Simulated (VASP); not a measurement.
**Ni: relaxation of cell and atoms with PBE+D3(BJ)**

Crystal: Ni.

```
Ni
1.0
     0.00000    1.76194    1.76194
     1.76194    0.00000    1.76194
     1.76194    1.76194    0.00000
Ni
1
Direct
  0.00000 0.00000 0.00000
```

```
Program                : VASP 6.6.1
Task                   : relaxation of cell and atoms
Functional             : PBE
Dispersion             : D3(BJ)
Potentials or basis    : VASP PAW PBE potentials, release 64 (Ni)
Cutoff                 : 520 eV
k mesh                 : 20 × 20 × 20
Occupations            : gaussian, width 0.1 eV
Spin                   : collinear spin, ferromagnetic start
Starting moments       : [0.8] μB
Further INCAR settings : ALGO = Fast; EDIFF = 1e-07; IBRION = 2; EDIFFG = -0.002; NSW = 80; ISIF = 3
```

```
Relaxed volume                                        : 10.51 Å³/atom
Relaxed cell                                          : a = 2.459 Å, b = 2.459 Å, c = 2.459 Å, α = 60.00°, β = 60.00°, γ = 60.00°
Space group after relaxing (to 0.05 Å)                : Fm-3m (No. 225)
Energy gained by relaxing                             : 10.9 meV/atom
Ionic steps                                           : 6
Pressure after relaxing                               : 0.0 GPa
Band gap on the k mesh                                : none (metal or under the smearing width)
Net moment                                            : 0.62 μB per cell
Site moments                                          : Ni +0.63 μB
Valence electrons inside the program's atomic spheres : Ni 9.37
Dispersion energy per atom                            : -0.479 eV
```

The path:
```
step  energy change (eV)  largest force (eV/Å)  pressure (GPa)  volume (Å³)
   1              0.0000                0.0000           -7.78        10.94
   2             -0.0003                0.0000            9.06        10.12
   3             -0.0109                0.0000           -0.05        10.51
   4             -0.0109                0.0000            0.17        10.50
   5             -0.0109                0.0000           -0.19        10.52
   6             -0.0109                0.0000            0.02        10.51
```

Final structure:
```cif
data_structure
_symmetry_space_group_name_H-M 'P 1'
_symmetry_Int_Tables_number 1
_cell_length_a 2.4587
_cell_length_b 2.4587
_cell_length_c 2.4587
_cell_angle_alpha 60.000
_cell_angle_beta 60.000
_cell_angle_gamma 60.000
_cell_volume 10.51
loop_
_atom_site_label
_atom_site_type_symbol
_atom_site_fract_x
_atom_site_fract_y
_atom_site_fract_z
_atom_site_occupancy
Ni1 Ni 0.00000 0.00000 0.00000 1
```

Levels at points of the mesh, in eV from the Fermi level:
Spin up:
| k point | band 1 | band 2 | band 3 | band 4 | band 5 | band 6 | band 7 | band 8 | band 9 |
| --- | --- | --- | --- | --- | --- | --- | --- | --- | --- |
| (0.00, 0.00, 0.00) | -9.25 | -2.53 | -2.53 | -2.53 | -1.29 | -1.29 | 24.02 | 28.15 | 28.15 |
| (0.50, 0.00, 0.00) | -5.03 | -2.51 | -2.51 | -0.60 | -0.60 | -0.36 | 5.91 | 22.49 | 25.28 |
| (0.50, 0.50, 0.00) | -4.86 | -4.38 | -0.54 | -0.46 | -0.46 | 2.47 | 9.53 | 15.15 | 15.15 |
Spin down:
```tsv
k point	band 2	band 3	band 4	band 5	band 6	band 7	band 8	band 9
(0.00, 0.00, 0.00)	-1.78	-1.78	-1.78	-0.71	-0.71	23.86	28.13	28.13
(0.50, 0.00, 0.00)	-1.90	-1.90	-0.42	0.16	0.16	6.34	22.35	25.37
(0.50, 0.50, 0.00)	-3.77	0.07	0.40	0.40	2.43	9.78	15.16	15.16
```

It took 2.3 min on 1 thread of Intel(R) Xeon(R) Platinum 8488C (Sapphire Rapids), on a shared host, peak memory 0.19 GiB.

Caveat: pairwise dispersion overbinds metals, which lowers pressure and volume.
